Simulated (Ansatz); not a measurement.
The system is FeO (Wuestite).

```
Fe O
1.0
     0.00000    2.15540    2.15540
     2.15540    0.00000    2.15540
     2.15540    2.15540    0.00000
Fe O
1 1
Direct
  0.00000 0.00000 0.00000
  0.50000 0.50000 0.50000
```

Base run:

* Program: Ansatz 0.2.0
* Functional: PBE
* Potentials or basis: all-electron LAPW, scalar-relativistic
* Cutoff: 349 eV
* Density cutoff: 1397 eV
* Basis error allowed: 0.001 eV/atom
* k mesh: 11 × 11 × 11
* Occupations: fermi-dirac, width 0.05 eV
* Spin: collinear spin, ferromagnetic start
* Starting moments: [3.0, 0.0] μB

Its results: pressure -0.3 GPa; net moment 4.00 μB per cell; site moments Fe +3.62; O +0.32 μB.

The run is repeated on the same cell with these changes: functional from PBE to LDA. What comes out?

Pressure -15.6 GPa; net moment 4.00 μB per cell; site moments Fe +3.59; O +0.34 μB.

LDA binds more tightly than PBE, so the same cell stands under less pressure.

Caveats: a cell with one magnetic atom can't hold antiferromagnetic order, which such compounds often take.

Not every run made on this cell is shown here.
